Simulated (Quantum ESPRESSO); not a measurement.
The system is PbF2 (Fluorocronite).

```
Pb F
1.0
     0.00000    2.96366    2.96366
     2.96366    0.00000    2.96366
     2.96366    2.96366    0.00000
Pb F
1 2
Direct
  0.00000 0.00000 0.00000
  0.75000 0.75000 0.75000
  0.25000 0.25000 0.25000
```

Base run:

* Program: Quantum ESPRESSO 7.5
* Functional: WC
* Potentials or basis: GBRV 1.5 PBE
* Cutoff: 612 eV
* Density cutoff: 4898 eV
* k mesh: 6 × 6 × 6, shifted
* Occupations: fermi-dirac, width 0.05 eV
* Spin: no spin polarisation

Its results: pressure -1.3 GPa; electronic dielectric tensor (diagonal) 3.38.

Task: The run is repeated on the same cell with these changes: functional from WC to PBE. What comes out?

Result: Pressure 2.4 GPa; electronic dielectric tensor (diagonal) 3.32.

PBE binds less tightly than WC, so the same cell stands under more pressure.

Caveats: the potentials were made for another functional, which shifts forces and pressure (some runs).
